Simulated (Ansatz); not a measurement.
## Zone-centre modes in AlNi

Theory: Ansatz, DFT r2SCAN, scalar-relativistic, plane waves, PAW. Cutoff 500 eV, Γ-centred 20×20×20 k-points, Gaussian smearing of 0.15 eV. No spin polarisation. A magnetic state may lie lower.

Reference structure (relaxed at this level; it needn't be the usual structure):

```xyz
2
Lattice="2.0224 -2.0222 0.0000 2.0224 2.0222 0.0000 0.0000 0.0000 2.8700" Properties=species:S:1:pos:R:3 pbc="T T T"
Al    0.0000    0.0000    0.0000
Ni    2.0224    0.0000    1.4350
```

Harmonic modes by finite displacements of 0.02 Å, without the LO–TO term.

Q: At this geometry, is the structure stable against these modes?

A: Yes: no mode is imaginary beyond 10 cm⁻¹, and only the three translations lie near zero.

Q: List the wavenumbers in cm⁻¹.

A: 0, 0, 0, 308, 309, 309.

Cost: 1 run of about 6.5 core-minutes, on Oxide Virtual Turin-like Processor (Zen 5) (shared hosts).